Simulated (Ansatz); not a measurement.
Crystal: SiO2.

```
Si O
1.0
    -2.83790    2.83790    5.66021
     2.83790   -2.83790    5.66021
     2.83790    2.83790   -5.66021
Si O
4 8
Direct
  0.87500 0.26362 0.88862
  0.01362 0.62500 0.88862
  0.73638 0.12500 0.11138
  0.37500 0.98638 0.11138
  0.63373 0.13373 0.50000
  0.46788 0.96788 0.93575
  0.03212 0.53212 0.06425
  0.11627 0.11627 0.00000
  0.88373 0.88373 0.00000
  0.86627 0.36627 0.50000
  0.28212 0.71788 0.00000
  0.71788 0.28212 0.00000
```

The cell comes from a database or a generator and needn't be the stable form of this composition.

Base run:

```yaml
Program: Ansatz 0.2.0
Functional: PBEsol
Potentials_or_basis: Ansatz PAW
Cutoff: "420 eV (not typed: the program's choice for these potentials)"
k_mesh: 7 × 7 × 7
Occupations: fermi-dirac, width 0.05 eV
Spin: no spin polarisation
```

Its results: band gap on the k mesh 4.82 eV, direct; pressure -2.3 GPa; largest force 0.191 eV/Å.

Question: After a change of settings the same cell gave: band gap on the k mesh 4.66 eV, direct; pressure -5.9 GPa; largest force 0.538 eV/Å. Which change was it?
A. functional from PBEsol to PBE; cutoff from 420 eV (not typed: the program's choice for these potentials) to 800 eV
B. functional from PBEsol to LDA
C. functional from PBEsol to r2SCAN; cutoff from 420 eV (not typed: the program's choice for these potentials) to 500 eV (not typed: the program's choice for these potentials)

Answer: B.

LDA binds more tightly than PBEsol, so the same cell stands under less pressure.

Caveats: the PAW data sets come from PBE, with cores solved anew for the run's functional, which leaves a small shift of forces and pressure.
